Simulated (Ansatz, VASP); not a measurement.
One calculation of NaCl, two programs

```
Na Cl
1.0
     3.98965    0.00000    0.00000
    -1.99483    3.45514    0.00000
     0.00000    0.00000   20.28933
Na Cl
6 6
Direct
  0.00000 0.00000 0.00000
  0.33333 0.66667 0.16843
  0.66667 0.33333 0.33157
  0.00000 0.00000 0.50000
  0.66667 0.33333 0.66843
  0.33333 0.66667 0.83157
  0.66667 0.33333 0.08674
  0.00000 0.00000 0.25000
  0.33333 0.66667 0.41326
  0.33333 0.66667 0.58674
  0.00000 0.00000 0.75000
  0.66667 0.33333 0.91326
```

Alike in both runs: functional PBE; k mesh 9 × 9 × 2; occupations gaussian, width 0.02 eV; no spin polarisation.

Ansatz relaxed the structure, and its values are those at the end. VASP's run is a single point on that final structure, the one shown.

```csv
,VASP,Ansatz
version,VASP 6.6.1,Ansatz 0.2.0
potentials or method,"VASP PAW PBE potentials, release 64 (Na_pv, Cl)","scalar-relativistic, plane waves, PAW"
plane-wave cutoff (eV),520,420
valence electrons in the cell,84,96
```

```csv
,VASP,Ansatz,Ansatz less VASP
gap on the k mesh at the Fermi level (eV),4.81,4.81,-0.001
least direct gap on the mesh (eV),4.81,4.81,-0.001
pressure (GPa),0.0,0.0,+0.02
```

With one functional, cell and mesh, what is left measures potentials, basis and numerics. The two sets of potentials don't hold the same shells in valence.

Caveats: an odd mesh through Γ misses points on the zone boundary, where band edges often lie. Expect the measured gap to be larger: semilocal functionals such as PBE lack the derivative discontinuity.
